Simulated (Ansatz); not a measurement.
## CHF3 (SMILES FC(F)F): methods side by side

CHF3: 5 atoms, total charge 0, spin state singlet. As SMILES, `FC(F)F`. Geometry: relaxed at PBE0-D4/def2-TZVP.

```xyz
5

F    -0.6686   -0.3297    1.0792
C     0.0195    0.0564    0.0068
F     1.0474   -0.7738   -0.1575
F    -0.7726   -0.0351   -1.0594
H     0.3744    1.0822    0.1309
```

Quantity: the energy change with the F1–C2 bond stretched from 1.331 to 2.663 Å, in eV. The values are calculated.

| level | kind | program | value (eV) | less FCI/STO-3G | CPU time (all runs) |
| --- | --- | --- | --- | --- | --- |
| HF/STO-3G (restricted) | Hartree–Fock | Ansatz | 9.11 | +5.62 | 0.18 s |
| SVWN5/STO-3G (restricted) | LDA | Ansatz | 5.57 | +2.08 | 1.3 s |
| PBE/STO-3G (restricted) | GGA | Ansatz | 4.90 | +1.41 | 2.1 s |
| r2SCAN/STO-3G (restricted) | meta-GGA | Ansatz | 5.31 | +1.82 | 4.8 s |
| r2SCAN0/STO-3G (restricted) | hybrid meta-GGA | Ansatz | 6.39 | +2.90 | 4.8 s |
| wB97M-V/STO-3G (restricted) | range-separated hybrid | Ansatz | 6.62 | +3.13 | 34 s |
| B2PLYP/STO-3G (restricted) | double hybrid | Ansatz | 5.37 | +1.88 | 3.2 s |
| CCSDTQ/STO-3G (restricted) | coupled cluster or CI | Ansatz | 3.49 | 0.00 | 78 s |
| FCI/STO-3G | exact in the basis | Ansatz | 3.49 | 0.00 | 41 s |

FCI/STO-3G is exact within its basis and frozen core, so for wave-function methods in that basis the difference is their error; functionals converge differently with the basis, so for them it is only a difference. A spin-restricted reference rises too steeply as a bond breaks; here HF/STO-3G, SVWN5/STO-3G, PBE/STO-3G, r2SCAN/STO-3G, r2SCAN0/STO-3G, wB97M-V/STO-3G, B2PLYP/STO-3G lie well above the multireference or unrestricted value. The first shape isn't each level's own minimum. The values span 3.49 to 9.11 eV. All rows use very small basis sets, so none should be taken for the real molecule's value. CPU times are rough (shared hosts, several kinds of processor and program).
